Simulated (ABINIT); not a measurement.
The system is In.

```
In
1.0
    -1.88253    1.88253    1.88253
     1.88253   -1.88253    1.88253
     1.88253    1.88253   -1.88253
In
1
Direct
  0.00000 0.00000 0.00000
```

This isn't the form of In at room conditions, which is tetragonal.

Base run:

```yaml
Program: ABINIT 10.8.3 (patched build)
Functional: PW91
Potentials_or_basis: JTH PAW PBE v2.0
Cutoff: 707 eV
k_mesh: 10 × 10 × 10
Occupations: fermi-dirac, width 0.05 eV
Spin: no spin polarisation
```

Its results: band gap on the k mesh none (metal or under the smearing width); pressure 1.0 GPa.

Problem. After a change of settings the same cell gave: band gap on the k mesh none (metal or under the smearing width); pressure 5.0 GPa. Which change was it?
A. functional from PW91 to PBEsol
B. functional from PW91 to AM05
C. functional from PW91 to RPBE
D. functional from PW91 to BLYP

Solution. D.

BLYP binds less tightly than PW91, so the same cell stands under more pressure.

Caveats: the PAW data sets were made with another functional, which shifts forces and pressure a little.
